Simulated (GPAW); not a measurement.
Runs of GPAW 26.7.0 on NiO. Symmetry: F-43m, No. 216, cubic system. The conventional cell has a = 4.567 Å, b = 4.567 Å, c = 4.567 Å, α = 90.00°, β = 90.00°, γ = 90.00°. Ni (site symmetry -43m) has 4 O at 1.98 Å as nearest neighbours. Around O (site symmetry -43m) lie 4 Ni at 1.98 Å. Measurements of this composition are mostly on another form, of space group No. 225.

```csv
spin,U,fixed moment (μB),gap on the mesh (eV),pressure (GPa),moment (μB)
"collinear, random start",Ni d U = 5 eV,-,none,(a),2.01
"collinear, ferromagnetic start",Ni d U = 6 eV,-,none,-17.6,2.01
"collinear, ferromagnetic start",Ni d U = 5 eV,2.0,-,-17.6,2.00
"collinear, zero start",Ni d U = 6 eV,-,none,-24.8,0.00
```

Alike in all rows: task single point; level LDA+U; potentials or basis the program's PAW data sets (release 1.2.1) made for this functional, pw; cell as given; k mesh 7 × 7 × 7; cutoff (eV) 800; smearing gaussian 0.05 eV.

Estimate the missing entries.

(a) -17.5.

Caveats: the stock nickel data set gives pressures a few GPa off other programs; a cell with one magnetic atom can't hold antiferromagnetic order, which such compounds often take (some runs); the total moment is fixed, so each spin has its own Fermi level (some runs); the run has no moments, though such compounds are often magnetic (some runs); a magnetic state may lie lower (some runs).

A gap of «none» marks a metal or a gap under the smearing width.
